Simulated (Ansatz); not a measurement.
## CoO in Ansatz: the effect of functional

The system is CoO.

```xyz
2
Lattice="1.5350 0.8862 2.4878 -1.5350 0.8862 2.4878 0.0000 -1.7725 2.4878" Properties=species:S:1:pos:R:3 pbc="T T T"
Co    0.0000    0.0000    0.0000
O     0.0000    0.0000    3.7317
```

The cell is a database's computed one.

The cell isn't the ideal one: volume scaled by 1.06.

Alike in all runs:

* Program: Ansatz 0.2.0
* Task: single point
* Potentials or basis: Ansatz PAW
* k mesh: 11 × 11 × 11
* Occupations: fermi-dirac, width 0.05 eV
* Spin: collinear spin, ferromagnetic start
* Starting moments: [2.0, 0.0] μB

| functional | cutoff | gap on the mesh (eV) | pressure (GPa) | moment (μB) |
| --- | --- | --- | --- | --- |
| LDA | 420 eV (not typed: the program's choice for these potentials) | ? | ? | ? |
| PBEsol | 420 eV (not typed: the program's choice for these potentials) | none | -17.5 | 2.99 |
| r2SCAN | 500 eV (not typed: the program's choice for these potentials) | 0.68 | -9.9 | 3.00 |

**Question.** What does the run with functional LDA give?

**Answer.** gap on the mesh none; pressure -24.7 GPa; moment 2.98 μB.

Caveats: a cell with one magnetic atom can't hold antiferromagnetic order, which such compounds often take; the PAW data sets come from PBE, with cores solved anew for the run's functional, which leaves a small shift of forces and pressure; semilocal functionals often make such compounds metallic where correlation or magnetic order opens a gap, which also shifts bond lengths (some runs); the magnetic or orbital state may not be the lowest (some runs); odd divisions of the mesh miss points on the zone boundary, where band edges often lie, so the gap on the mesh can be too wide (some runs).

A k mesh can miss the band edges.

A gap of «none» marks a metal or a gap under the smearing width.

Runs at the PBE level aren't shown here.
